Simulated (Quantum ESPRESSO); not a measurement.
A run of Quantum ESPRESSO 7.5 is set up as follows.

File pw.in:

```
&CONTROL
  calculation = 'scf'
  prefix = 'pwscf'
  outdir = './tmp'
  pseudo_dir = './pseudo'
  tprnfor = .true.
  tstress = .true.
  disk_io = 'low'
/
&SYSTEM
  ibrav = 0
  nat = 1
  ntyp = 1
  ecutwfc = 84
  nbnd = 12
  occupations = 'smearing'
  smearing = 'fd'
  degauss = 0.00367493
/
&ELECTRONS
  conv_thr = 2d-10
  electron_maxstep = 120
  mixing_beta = 0.5
/
ATOMIC_SPECIES
Ti    47.8670 Ti.upf
CELL_PARAMETERS angstrom
   0.0000000000    2.0300000000    2.0300000000
   2.0300000000    0.0000000000    2.0300000000
   2.0300000000    2.0300000000    0.0000000000
ATOMIC_POSITIONS crystal
Ti     0.0000000000    0.0000000000    0.0000000000
K_POINTS automatic
11 11 11 0 0 0
```

The input bands.in:

```
&CONTROL
  calculation = 'bands'
  prefix = 'pwscf'
  outdir = './tmp'
  pseudo_dir = './pseudo'
  disk_io = 'low'
  verbosity = 'high'
/
&SYSTEM
  ibrav = 0
  nat = 1
  ntyp = 1
  ecutwfc = 84
  nbnd = 12
  occupations = 'smearing'
  smearing = 'fd'
  degauss = 0.00367493
/
&ELECTRONS
  conv_thr = 1d-08
  electron_maxstep = 120
  mixing_beta = 0.5
  diago_full_acc = .true.
  startingwfc = 'random'
/
ATOMIC_SPECIES
Ti    47.8670 Ti.upf
CELL_PARAMETERS angstrom
   0.0000000000    2.0300000000    2.0300000000
   2.0300000000    0.0000000000    2.0300000000
   2.0300000000    2.0300000000    0.0000000000
ATOMIC_POSITIONS crystal
Ti     0.0000000000    0.0000000000    0.0000000000
K_POINTS crystal
60
 0.0000000000  0.0000000000  0.0000000000 1
 0.0625000000  0.0000000000  0.0625000000 1
 0.1250000000  0.0000000000  0.1250000000 1
 0.1875000000  0.0000000000  0.1875000000 1
 0.2500000000  0.0000000000  0.2500000000 1
 0.3125000000  0.0000000000  0.3125000000 1
 0.3750000000  0.0000000000  0.3750000000 1
 0.4375000000  0.0000000000  0.4375000000 1
 0.5000000000  0.0000000000  0.5000000000 1
 0.5000000000  0.0625000000  0.5625000000 1
 0.5000000000  0.1250000000  0.6250000000 1
 0.5000000000  0.1875000000  0.6875000000 1
 0.5000000000  0.2500000000  0.7500000000 1
 0.4375000000  0.3125000000  0.7500000000 1
 0.3750000000  0.3750000000  0.7500000000 1
 0.3375000000  0.3375000000  0.6750000000 1
 0.3000000000  0.3000000000  0.6000000000 1
 0.2625000000  0.2625000000  0.5250000000 1
 0.2250000000  0.2250000000  0.4500000000 1
 0.1875000000  0.1875000000  0.3750000000 1
 0.1500000000  0.1500000000  0.3000000000 1
 0.1125000000  0.1125000000  0.2250000000 1
 0.0750000000  0.0750000000  0.1500000000 1
 0.0375000000  0.0375000000  0.0750000000 1
 0.0000000000  0.0000000000  0.0000000000 1
 0.0625000000  0.0625000000  0.0625000000 1
 0.1250000000  0.1250000000  0.1250000000 1
 0.1875000000  0.1875000000  0.1875000000 1
 0.2500000000  0.2500000000  0.2500000000 1
 0.3125000000  0.3125000000  0.3125000000 1
 0.3750000000  0.3750000000  0.3750000000 1
 0.4375000000  0.4375000000  0.4375000000 1
 0.5000000000  0.5000000000  0.5000000000 1
 0.5250000000  0.4500000000  0.5250000000 1
 0.5500000000  0.4000000000  0.5500000000 1
 0.5750000000  0.3500000000  0.5750000000 1
 0.6000000000  0.3000000000  0.6000000000 1
 0.6250000000  0.2500000000  0.6250000000 1
 0.5833333333  0.2500000000  0.6666666667 1
 0.5416666667  0.2500000000  0.7083333333 1
 0.5000000000  0.2500000000  0.7500000000 1
 0.5000000000  0.2857142857  0.7142857143 1
 0.5000000000  0.3214285714  0.6785714286 1
 0.5000000000  0.3571428571  0.6428571429 1
 0.5000000000  0.3928571429  0.6071428571 1
 0.5000000000  0.4285714286  0.5714285714 1
 0.5000000000  0.4642857143  0.5357142857 1
 0.5000000000  0.5000000000  0.5000000000 1
 0.4821428571  0.4821428571  0.5357142857 1
 0.4642857143  0.4642857143  0.5714285714 1
 0.4464285714  0.4464285714  0.6071428571 1
 0.4285714286  0.4285714286  0.6428571429 1
 0.4107142857  0.4107142857  0.6785714286 1
 0.3928571429  0.3928571429  0.7142857143 1
 0.3750000000  0.3750000000  0.7500000000 1
 0.6250000000  0.2500000000  0.6250000000 1
 0.5937500000  0.1875000000  0.5937500000 1
 0.5625000000  0.1250000000  0.5625000000 1
 0.5312500000  0.0625000000  0.5312500000 1
 0.5000000000  0.0000000000  0.5000000000 1
```

Potentials or basis: PseudoDojo 0.4 SR PBEsol stringent.

Command:

```bash
$ OMP_NUM_THREADS=1 mpirun -n 2 pw.x -nk 2 -in pw.in > pw.out
$ OMP_NUM_THREADS=1 mpirun -n 2 pw.x -nk 2 -in bands.in > bands.out
```

Question: What does it give for the band gap on the k mesh?

Answer: None (metal or under the smearing width).

Question: What does it give for the pressure?

Answer: -0.4 GPa.

Levels at the corners of the path, in eV from the Fermi level:
```
point  band 2  band 3  band 4  band 5  band 6  band 7  band 8  band 9  band 10  band 11
    Γ  -32.30  -32.30  -32.30   -6.17    0.92    0.92    0.92    2.63     2.63    15.51
    X  -33.02  -32.57  -32.57   -2.72   -1.81    3.00    3.76    4.09     4.09    11.02
    W  -32.80  -32.80  -32.58   -1.62   -0.39   -0.39    2.23    4.09     8.73     8.73
    K  -32.89  -32.74  -32.51   -1.82   -1.27    0.74    2.71    3.65     7.50     8.21
    Γ  -32.30  -32.30  -32.30   -6.17    0.92    0.92    0.92    2.63     2.63    15.51
    L  -33.07  -32.40  -32.40   -2.67    0.72    0.78    0.78    3.79     3.79     8.61
    U  -32.89  -32.74  -32.51   -1.82   -1.27    0.74    2.71    3.65     7.50     8.21
    W  -32.80  -32.80  -32.58   -1.62   -0.39   -0.39    2.23    4.09     8.73     8.73
    L  -33.07  -32.40  -32.40   -2.67    0.72    0.78    0.78    3.79     3.79     8.61
    K  -32.89  -32.74  -32.51   -1.82   -1.27    0.74    2.71    3.65     7.50     8.21
    U  -32.89  -32.74  -32.51   -1.82   -1.27    0.74    2.71    3.65     7.50     8.21
    X  -33.02  -32.57  -32.57   -2.72   -1.81    3.00    3.76    4.09     4.09    11.02
```
